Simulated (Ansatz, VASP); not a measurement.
# Ge3S4 in VASP and in Ansatz

```
CELL_PARAMETERS angstrom
5.78956 0.00000 0.00000
0.00000 5.78956 0.00000
0.00000 0.00000 5.78956
ATOMIC_POSITIONS crystal
Ge 0.00000 0.00000 0.50000
Ge 0.50000 0.00000 0.00000
Ge 0.00000 0.50000 0.00000
S 0.24170 0.75830 0.24170
S 0.75830 0.24170 0.24170
S 0.24170 0.24170 0.75830
S 0.75830 0.75830 0.75830
```

Change from the starting cell: species swapped into the Sn3As4 type (P-43m, No. 215).

Alike in both runs: functional PBE; k mesh 8 × 8 × 8; occupations gaussian, width 0.1 eV; no spin polarisation.

Ansatz relaxed the structure, and its values are those at the end. VASP's run is a single point on that final structure, the one shown.

```csv
,VASP,Ansatz
version,VASP 6.6.1,Ansatz 0.2.0
potentials or method,"VASP PAW PBE potentials, release 64 (Ge_d, S)","scalar-relativistic, plane waves, PAW"
plane-wave cutoff (eV),520,420
valence electrons in the cell,66,66
```

```tsv
	VASP	Ansatz	Ansatz less VASP
gap on the k mesh at the Fermi level (eV)	none	none	-
pressure (GPa)	0.0	0.0	+0.03
```

A gap of «none» marks a metal or a gap that the smearing closes. With one functional, cell and mesh, what is left measures potentials, basis and numerics.
